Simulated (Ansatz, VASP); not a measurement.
# Two plane-wave programs on TePb

File POSCAR:

```
TePb
1.0
    3.9605085169      0.0000000000      0.0000000000
    0.0000000000      3.9605085169      0.0000000000
    0.0000000000      0.0000000000      3.9605085169
Te Pb
1 1
Direct
    0.5000000000      0.5000000000      0.5000000000
    0.0000000000      0.0000000000      0.0000000000
```

Contents of INCAR.step1:

```
PREC = Accurate
ENCUT = 520
ISMEAR = 0
SIGMA = 0.05
LREAL = F
LASPH = T
NELM = 100
NBANDS = 17
GGA = PE
ALGO = Normal
EDIFF = 1E-4
LWAVE = T
LCHARG = F
```

INCAR.step2

```
PREC = Accurate
ENCUT = 520
EDIFF = 1E-7
ISMEAR = 0
SIGMA = 0.05
LREAL = F
LASPH = T
NELM = 100
ALGO = Normal
ISIF = 2
LWAVE = F
LCHARG = F
METAGGA = R2SCAN
LMIXTAU = T
IVDW = 12
VDW_S6 = 1.0
VDW_S8 = 0.78981345
VDW_A1 = 0.49484001
VDW_A2 = 5.73083694
NBANDS = 17
ISTART = 1
```

KPOINTS

```
regular mesh
0
Gamma
  8 8 8
```

Input for Ansatz:

```yaml
crystal:
  lattice:
    - [3.9605085169, 0.0, 0.0]
    - [0.0, 3.9605085169, 0.0]
    - [0.0, 0.0, 3.9605085169]
  atoms:
    - { symbol: Te, position: [0.5, 0.5, 0.5] }
    - { symbol: Pb, position: [0.0, 0.0, 0.0] }
basis:
  ecutwfc: 500
  ecutrho_ratio: 4
kpoints:
  mp_grid: { grid: [8, 8, 8] }
hamiltonian:
  xc: r2scan
  dispersion: d3bj
scf:
  occupations: { method: gaussian, width: 0.05 }
output:
  forces: true
  stress: true
  eigenvalues: true
```

Alike in both runs: task single point; functional r2SCAN; dispersion D3(BJ); k mesh 8 × 8 × 8; occupations gaussian, width 0.05 eV; no spin polarisation.

|  | VASP | Ansatz |
| --- | --- | --- |
| version | VASP 6.6.1 | Ansatz 0.2.0 |
| potentials or method | VASP PAW PBE potentials, release 64 (Te, Pb_d) | scalar-relativistic, plane waves, PAW |
| plane-wave cutoff (eV) | 520 | 500 |
| valence electrons in the cell | 20 | 30 |

```csv
,VASP,Ansatz,Ansatz less VASP
gap on the k mesh at the Fermi level (eV),none,none,-
pressure (GPa),0.0,0.0,-0.01
```

A gap of «none» marks a metal or a gap that the smearing closes. The functional is the same, so the differences come from potentials, cutoffs and numerics. The two sets of potentials don't hold the same shells in valence. Ansatz warned: «dispersion_damping_borrowed».

Caveats: the PAW data sets were made with another functional, which shifts forces and pressure a little (VASP); pairwise dispersion overbinds metals, which lowers pressure and volume. Spin-orbit coupling is left out, which matters for the levels of Pb, Te.
